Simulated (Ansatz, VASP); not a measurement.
One calculation of BN, two programs

```
CELL_PARAMETERS angstrom
2.47015 0.00000 0.00000
-1.23507 2.13921 0.00000
0.00000 0.00000 6.57117
ATOMIC_POSITIONS crystal
B 0.33333 0.66667 0.25000
B 0.66667 0.33333 0.75000
N 0.33333 0.66667 0.75000
N 0.66667 0.33333 0.25000
```

Change from the starting cell: volume scaled by 0.96, PAW files.

Alike in both runs: task electric field gradients; functional PBE; k mesh 11 × 11 × 4; occupations fermi-dirac, width 0.02 eV; no spin polarisation.

|  | VASP | Ansatz |
| --- | --- | --- |
| version | VASP 6.6.1 | Ansatz 0.2.0 |
| potentials or method | VASP PAW PBE potentials, release 64 (B, N) | PAW with Ansatz's default frozen-core files, scalar-relativistic |
| plane-wave cutoff (eV) | 520 | 420 |
| valence electrons in the cell | 16 | 16 |

Ansatz gave:

```
gap on the k mesh at the Fermi level (eV)                      : 4.39
pressure (GPa)                                                 : 14.2
largest component of the traceless stress (GPa)                : 10.76
Vzz of the field gradient on the site that differs most (V/Å²) : 29.0
```

**Question.** Which values does VASP return?

**Answer.** gap on the k mesh at the Fermi level (eV): 4.38; pressure (GPa): 14.3; largest component of the traceless stress (GPa): 10.97; Vzz of the field gradient on the site that differs most (V/Å²): 36.1.

Caveats: an odd mesh through Γ misses points on the zone boundary, where band edges often lie; this functional lacks dispersion, which binds the layers, so the pressure and a relaxed spacing across them are unreliable.
